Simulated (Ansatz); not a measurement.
Reaction (ligand exchange at the Sn–O bond): `C[Si](C)(C)[O][Sn]([F])([F])[F]` + `CC(C)(C)O` → `CC(C)(C)[O][Sn]([F])([F])[F]` + `C[Si](C)(C)O`

Isolated molecules relaxed with PBE0-D4/def2-TZVP in Ansatz; ΔE leaves out vibrations. CBS: MP2 limit from def2 TZ/QZ plus the TZ coupled-cluster correction, frozen cores. Functionals use def2-TZVPP. HSE06 is defined as in plane-wave codes. Elements past krypton have def2 core potentials. For Sn outer-core shells are correlated without core-valence functions, which leaves a few kJ/mol of doubt a bond. One conformer a species, not always the lowest.

Is it downhill or uphill in electronic energy at CCSD(T)/CBS, and by how much? (Estimate.)

Ansatz gave: Uphill: ΔE = +3.4 kcal/mol.

What do these levels give: B97M-V, r2SCANh-D4, CAM-B3LYP-D4, ωB97M-V, PBE-QIDH, revPBE, HSE06, BHLYP, LC-ωPBE, HF/def2-SVP, CCSD/def2-SVP, MP2/def2-TZVPP? (An estimate is asked.)

Computed: B97M-V 3.0, r2SCANh-D4 3.1, CAM-B3LYP-D4 3.6, ωB97M-V 3.4, PBE-QIDH 3.9, revPBE 3.3, HSE06 3.8, BHLYP 4.6, LC-ωPBE 4.2, HF/def2-SVP 6.4, CCSD/def2-SVP 4.6, MP2/def2-TZVPP 3.2 kcal/mol.

Largest T1 diagnostic among the species: 0.014.

In def2-TZVPP, CCSD(T) changes the Hartree–Fock value by −2.8 kcal/mol (the triples alone add −0.5 kcal/mol) and MP2 by −3.1 kcal/mol. From r2SCAN to r2SCAN0 (25 % exact exchange), in def2-TZVPP and without D4, ΔE moves by +0.9 kcal/mol. At CCSD(T), def2-SVP lies +0.8 kcal/mol from the extrapolated value and def2-TZVPP +0.1 kcal/mol.
